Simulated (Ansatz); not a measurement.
# PbSe: the cell at several levels of theory

The task here is to estimate one member of a computed series from the others.

Program: Ansatz 0.2.0. PAW datasets, plane waves, zero pressure. Computed at 0 K without zero-point motion; spin polarisation is off.

## Starting point

The symmetry is Fm-3m (No. 225, cubic); conventional cell a = 6.121 Å, 28.67 Å³ an atom. Pb has 6 Se at 3.06 Å; Se has 6 Pb at 3.06 Å.

Structure file:

```
Pb Se
1.0
     0.00000    3.06065    3.06065
     3.06065    0.00000    3.06065
     3.06065    3.06065    0.00000
Pb Se
1 1
Direct
  0.00000 0.00000 0.00000
  0.50000 0.50000 0.50000
```

The first run:

Input file input.yaml:

```yaml
crystal:
  lattice:
    - [0.0, 3.06065, 3.06065]
    - [3.06065, 0.0, 3.06065]
    - [3.06065, 3.06065, 0.0]
  atoms:
    - { symbol: Pb, position: [0.0, 0.0, 0.0] }
    - { symbol: Se, position: [0.5, 0.5, 0.5] }
kpoints:
  mp_grid: { grid: [6, 6, 6] }
hamiltonian:
  xc: pbe
scf:
  occupations: { method: fermi_dirac, width: 0.02 }
relax:
  f_tol: 0.005
  cell: {}
```

Run with:

```console
> ansatz run input.yaml --threads 2 --pin off --max-ram 4608MiB --backend cpu --events-out ev --progress --plain --runs-dir out
```

Among the steps run: Relaxing with PBE; Relaxation with r2SCAN; Relaxation with PBEsol; Relaxation with LDA; Relaxation with HSE06.

One table of the session follows, with a row left open; its other results are not shown here.

| level | a (Å) | volume (Å³/atom) |
| --- | --- | --- |
| PBE | 6.216 | 30.023 |
| r2SCAN | ? | ? |
| PBEsol | 6.101 | 28.381 |
| LDA | 6.037 | 27.498 |
| HSE06 | 6.173 | 29.400 |

Q: Estimate the row for r2SCAN from the others.

As computed: a (Å): 6.177; volume (Å³/atom): 29.466. In the column «a (Å)» it lies between HSE06 (6.173) and PBE (6.216).

LDA gives the smallest cell and PBE the largest; they differ by 9.2 % in volume, a mean of 3.0 % in length. The meshes differ: PBE 6×6×6, r2SCAN 6×6×6, PBEsol 6×6×6, LDA 6×6×6, HSE06 4×4×4.
